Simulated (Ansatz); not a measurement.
# PtSe2 (Sudovikovite) (P-3m1) in Ansatz: equation of state

How stiff is PtSe2 (Sudovikovite) in PBEsol, and what volume does it want? The cell is scaled to several volumes.

All numbers are computed with Ansatz 0.2.0; they aren't measurements. Logs are shortened: lines on timing, memory, paths and dates and some standing lists are left out, and cuts for length are marked.

### 1 Starting point

The structure is trigonal, space group P-3m1 (No. 164). The conventional cell has a = 3.724 Å, b = 3.724 Å, c = 5.062 Å, α = 90.00°, β = 90.00°, γ = 120.00°. Around Pt (site symmetry -3m) lie 6 Se at 2.49 Å. Around Se (site symmetry 3m) lie 3 Pt at 2.49 Å.

### 2 Equation of state, PBEsol

Potentials or basis: all-electron LAPW, scalar-relativistic.

This step only gathers the single runs of the series.

Results:

```
Equilibrium volume                        : 20.59 Å³/atom
Bulk modulus at fixed shape and positions : 127 GPa
Pressure derivative of the bulk modulus   : 4.9
```

Energy against volume, from the lowest point:
```
volume (Å³/atom)  energy (meV/atom)
          19.049              53.39
          19.455              27.83
          19.860              11.03
          20.265               2.04
          20.671               0.00
          21.076               4.16
          21.481              13.83
```

Caveat: the cell was scaled at fixed shape and fractional positions, which overstates the stiffness of a crystal with free parameters, most of all of layers and chains. Spin-orbit coupling is left out, which matters for the levels of Pt.
